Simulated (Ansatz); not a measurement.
Deforming TiO2

```xyz
6
Lattice="4.5940 0.0000 0.0000 0.0000 4.5940 0.0000 0.0000 0.0000 2.9590" Properties=species:S:1:pos:R:3 pbc="T T T"
Ti    0.0000    0.0000    0.0000
Ti    2.2970    2.2970    1.4795
O     1.4058    1.4058    0.0000
O     0.8912    3.7028    1.4795
O     3.1882    3.1882    0.0000
O     3.7028    0.8912    1.4795
```

Atoms are numbered in the order listed.

The cell comes from COD entry 9007432, which wasn't checked; take it as a given geometry.

Theory: Ansatz 0.2.0, DFT, PBE, all-electron PAW with datasets made for the crystal, scalar-relativistic.

Sampling and basis: a Γ-centred 7×7×10 k mesh, Fermi–Dirac smearing of 0.05 eV, cutoff 460 eV (chosen by the program for this cell), no spin polarisation.

The unchanged cell is at 5.41 GPa.

Semilocal functionals give too small gaps.

x, y and z are the Cartesian axes of the cell as listed; fractional coordinates follow a strain, and an engineering shear is twice the off-diagonal strain component.

**Question.** One change gave: energy change +2 meV/atom; stress change (xx, yy, zz, yz, xz, xy) 0.07, 0.07, 0.08, -1.44, -1.44, -2.23 GPa, compression positive; change of the force on O3 (-0.012, -0.012, 0.107) eV/Å; gap on the k mesh 1.93 → 1.93 eV. Which change was it?
A. equal xy, yz and zx engineering shear strains of -2 %
B. equal xy, yz and zx engineering shear strains of -1 %
C. equal xy, yz and zx engineering shear strains of -3 %
D. equal xy, yz and zx engineering shear strains of +3 %
E. equal xy, yz and zx engineering shear strains of +2 %
F. equal xy, yz and zx engineering shear strains of +1 %

**Answer.** F. For equal xy, yz and zx engineering shear strains of -2 %: energy change +7 meV/atom; stress change (xx, yy, zz, yz, xz, xy) 0.28, 0.28, 0.34, 3.03, 3.03, 4.61 GPa, compression positive; change of the force on O5 (-0.001, -0.001, 0.246) eV/Å; gap on the k mesh 1.93 → 1.93 eV. For equal xy, yz and zx engineering shear strains of +3 %: energy change +15 meV/atom; stress change (xx, yy, zz, yz, xz, xy) 0.64, 0.64, 0.69, -4.21, -4.21, -6.56 GPa, compression positive; change of the force on O3 (-0.058, -0.058, 0.297) eV/Å; gap on the k mesh 1.93 → 1.93 eV. For equal xy, yz and zx engineering shear strains of -3 %: energy change +16 meV/atom; stress change (xx, yy, zz, yz, xz, xy) 0.63, 0.63, 0.79, 4.62, 4.62, 7.00 GPa, compression positive; change of the force on O3 (-0.012, -0.012, -0.390) eV/Å; gap on the k mesh 1.93 → 1.93 eV. For equal xy, yz and zx engineering shear strains of -1 %: energy change +2 meV/atom; stress change (xx, yy, zz, yz, xz, xy) 0.07, 0.07, 0.08, 1.49, 1.49, 2.28 GPa, compression positive; change of the force on O3 (0.005, 0.005, -0.117) eV/Å; gap on the k mesh 1.93 → 1.93 eV. For equal xy, yz and zx engineering shear strains of +2 %: energy change +7 meV/atom; stress change (xx, yy, zz, yz, xz, xy) 0.28, 0.28, 0.31, -2.84, -2.84, -4.42 GPa, compression positive; change of the force on O3 (-0.032, -0.032, 0.205) eV/Å; gap on the k mesh 1.93 → 1.93 eV.
